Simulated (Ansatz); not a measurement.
## TePt under changes of volume

One of the cells (22.651 Å³/atom); the others are scaled copies at fixed shape and fractional positions:

```
CELL_PARAMETERS angstrom
1.98157 1.14406 6.66103
-1.98157 1.14406 6.66103
0.00000 -2.28812 6.66103
ATOMIC_POSITIONS crystal
Pt 0.12967 0.12967 0.12967
Pt 0.87033 0.87033 0.87033
Te 0.40200 0.40200 0.40200
Te 0.59800 0.59800 0.59800
```

- Program: Ansatz 0.2.0
- Functional: PBEsol
- Potentials or basis: all-electron LAPW, scalar-relativistic
- Cutoff: 288 eV (chosen from the basis error)
- Basis error allowed: 0.002 eV/atom
- k mesh: 8 × 8 × 8
- Occupations: fermi-dirac, width 0.05 eV
- Spin: no spin polarisation

```csv
volume (Å³/atom),energy over the lowest point (meV/atom),pressure (GPa),largest force (eV/Å)
21.292,34.66,9.1,0.937
21.745,14.06,5.6,0.627
22.198,2.88,2.4,0.344
22.651,0.00,-0.3,0.193
23.104,4.53,-2.8,0.181
23.557,?,?,?
24.010,32.36,-6.8,0.558
```

Problem. What does the run at 23.557 Å³/atom give?

Solution. Energy over the lowest point 15.57 meV/atom; pressure -4.9 GPa; largest force 0.363 eV/Å.

Worked out: A Birch-Murnaghan fit of order 3 (a polynomial in V^(-2/3)) to the other rows has its minimum at 22.59 Å³/atom with B0 = V·E''(V) = 132 GPa and B' = 5.1 at fixed shape and positions, which overstates the stiffness. It gives 15.56 meV/atom at 23.557 Å³/atom, against the run's 15.57, and -dE/dV = -5.0 GPa, against -4.9.

Energies are extrapolated to zero smearing.
